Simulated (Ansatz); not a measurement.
Orbital-resolved density of states of Te$_{2}$Pt

```
CELL_PARAMETERS angstrom
4.01800 0.00000 0.00000
-2.00900 3.47969 0.00000
0.00000 0.00000 5.21200
ATOMIC_POSITIONS crystal
Te 0.33333 0.66667 0.25000
Te 0.66667 0.33333 0.75000
Pt 0.00000 0.00000 0.00000
```

Atom numbers follow the list: Te1, Te2, Pt3.

The geometry is COD entry 1539201, unchecked; take it as a test cell. It is an old determination, and later ones may differ.

Spin–orbit coupling is left out, though it moves levels of the heavy atoms by tenths of an eV or more.

Method: DFT, PBE, all-electron LAPW, scalar-relativistic (Ansatz 0.2.0).

Sampling and basis: a Γ-centred 12×12×8 k mesh, Fermi–Dirac smearing of 0.05 eV, basis error target 1 meV/atom, no spin polarisation.

States per eV for one atom of each kind, in 0.4 eV bins named by their centres, from the Fermi level, projected on a minimal set of Löwdin-orthogonalised atomic shells; orbitals are real harmonics on the Cartesian axes, equal curves share a column, and empty bins are left out, as is all above 6.9 eV, near the top of the computed bands.

Pt3 5d:

```
# E all dz2 dxz=dyz dx2-y2=dxy
-13.5 0.01 0.00 0.00 0.00
-13.1 0.01 0.00 0.00 0.00
-12.7 0.03 0.00 0.01 0.01
-12.3 0.12 0.00 0.03 0.03
-11.9 0.31 0.00 0.08 0.08
-11.5 0.14 0.00 0.03 0.03
-11.1 0.03 0.00 0.01 0.01
-7.5 0.02 0.00 0.00 0.00
-7.1 0.17 0.00 0.05 0.03
-6.7 0.53 0.07 0.09 0.14
-6.3 0.89 0.11 0.13 0.26
-5.9 2.08 0.06 0.51 0.50
-5.5 2.21 0.20 0.57 0.43
-5.1 0.75 0.30 0.08 0.14
-4.7 1.80 0.46 0.33 0.34
-4.3 4.10 0.75 1.00 0.67
-3.9 2.27 0.88 0.21 0.48
-3.5 2.51 0.69 0.44 0.47
-3.1 1.16 0.44 0.16 0.19
-2.7 1.14 0.37 0.16 0.22
-2.3 0.68 0.23 0.08 0.14
-1.9 0.60 0.16 0.10 0.12
-1.5 0.32 0.05 0.07 0.07
-1.1 0.18 0.02 0.04 0.04
-0.7 0.09 0.01 0.02 0.02
-0.3 0.08 0.02 0.02 0.02
0.1 0.35 0.02 0.11 0.05
0.5 0.44 0.02 0.14 0.07
0.9 0.42 0.01 0.13 0.07
1.3 0.43 0.01 0.12 0.09
1.7 0.42 0.02 0.11 0.09
2.1 0.25 0.01 0.07 0.05
2.5 0.01 0.00 0.00 0.00
3.3 0.03 0.00 0.00 0.01
3.7 0.06 0.00 0.01 0.02
4.1 0.03 0.00 0.00 0.01
4.5 0.02 0.00 0.00 0.00
4.9 0.02 0.01 0.00 0.01
5.3 0.02 0.00 0.00 0.00
5.7 0.01 0.00 0.00 0.00
6.1 0.01 0.00 0.00 0.00
6.5 0.01 0.00 0.00 0.00
```

Te1 5p:

```
# E all pz px=py
-13.9 0.01 0.01 0.00
-13.5 0.03 0.02 0.01
-13.1 0.04 0.02 0.01
-12.7 0.04 0.01 0.01
-12.3 0.06 0.02 0.02
-11.9 0.06 0.04 0.01
-11.5 0.02 0.02 0.00
-7.5 0.03 0.01 0.01
-7.1 0.27 0.06 0.10
-6.7 0.66 0.20 0.23
-6.3 0.68 0.28 0.20
-5.9 0.86 0.16 0.35
-5.5 0.88 0.17 0.35
-5.1 0.28 0.13 0.08
-4.7 0.54 0.22 0.16
-4.3 0.64 0.23 0.21
-3.9 0.13 0.02 0.05
-3.5 0.39 0.10 0.15
-3.1 0.60 0.20 0.20
-2.7 0.79 0.30 0.24
-2.3 0.60 0.22 0.19
-1.9 0.79 0.32 0.23
-1.5 0.67 0.25 0.21
-1.1 0.59 0.18 0.21
-0.7 0.29 0.13 0.08
-0.3 0.20 0.10 0.05
0.1 0.39 0.17 0.11
0.5 0.52 0.19 0.17
0.9 0.59 0.18 0.20
1.3 0.73 0.25 0.24
1.7 0.78 0.29 0.25
2.1 0.49 0.19 0.15
2.5 0.03 0.01 0.01
2.9 0.01 0.00 0.00
3.3 0.12 0.02 0.05
3.7 0.27 0.07 0.10
4.1 0.17 0.02 0.08
4.5 0.11 0.02 0.04
4.9 0.09 0.02 0.03
5.3 0.05 0.01 0.02
5.7 0.02 0.00 0.01
6.1 0.03 0.01 0.01
6.5 0.03 0.01 0.01
```

Te1 5s:

```
# E all
-13.9 0.13
-13.5 0.24
-13.1 0.30
-12.7 0.40
-12.3 0.84
-11.9 1.37
-11.5 0.55
-11.1 0.19
-10.7 0.01
-7.1 0.02
-6.7 0.04
-6.3 0.03
-5.9 0.03
-5.5 0.07
-5.1 0.05
-4.7 0.05
-4.3 0.08
-3.9 0.01
-3.5 0.06
-3.1 0.04
-2.7 0.03
-2.3 0.02
-1.9 0.04
-1.5 0.03
-1.1 0.02
-0.7 0.01
-0.3 0.01
0.1 0.04
0.5 0.04
0.9 0.03
1.3 0.02
1.7 0.02
2.1 0.01
3.3 0.01
3.7 0.02
4.1 0.01
4.5 0.02
4.9 0.02
5.3 0.01
6.1 0.01
```

Pt3 6s:

```
# E all
-13.9 0.12
-13.5 0.16
-13.1 0.14
-12.7 0.11
-12.3 0.07
-11.9 0.04
-11.5 0.01
-7.5 0.01
-7.1 0.14
-6.7 0.30
-6.3 0.08
-5.9 0.07
-5.5 0.14
-5.1 0.04
-4.7 0.10
-4.3 0.08
-3.9 0.04
-3.5 0.18
-3.1 0.07
-2.7 0.03
-2.3 0.02
-1.9 0.02
-1.5 0.01
-1.1 0.01
-0.7 0.01
0.1 0.02
0.5 0.02
0.9 0.02
1.3 0.03
1.7 0.03
2.1 0.01
2.9 0.03
3.3 0.28
3.7 0.53
4.1 0.36
4.5 0.26
4.9 0.22
5.3 0.11
5.7 0.04
6.1 0.07
6.5 0.05
```
